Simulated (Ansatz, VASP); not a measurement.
AgCl (Chlorargyrite): VASP beside Ansatz

```
Ag Cl
1.0
     0.00000    2.73500    2.73500
     2.73500    0.00000    2.73500
     2.73500    2.73500    0.00000
Ag Cl
1 1
Direct
  0.00000 0.00000 0.00000
  0.50000 0.50000 0.50000
```

Alike in both runs: functional PBEsol; k mesh 8 × 8 × 8; occupations fermi-dirac, width 0.05 eV; no spin polarisation; Hubbard terms Ag d U = 4.0 eV.

```csv
,VASP,Ansatz
version,VASP 6.6.1,Ansatz 0.2.0
potentials or method,"VASP PAW PBE potentials, release 64 (Ag, Cl), cutoff 520 eV","all-electron LAPW, scalar-relativistic"
task,single point,density of states
```

|  | VASP | Ansatz | Ansatz less VASP |
| --- | --- | --- | --- |
| gap on the k mesh at the Fermi level (eV) | 1.54 | 1.48 | -0.054 |
| least direct gap on the mesh (eV) | 3.35 | 3.25 | -0.097 |
| pressure (GPa) | -1.2 | 0.2 | +1.40 |

The programs project onto different local orbitals, so the same U acts differently. Ansatz ran all-electron here, so the differences hold the error of VASP's frozen core and of both bases.

Caveats: the PAW data sets were made with another functional, which shifts forces and pressure a little (VASP); U is the effective U less J, on atomic orbitals that reach past the spheres (Ansatz); the density of states is complete only up to the lowest level of the last band computed (Ansatz). A k mesh can miss the band edges.
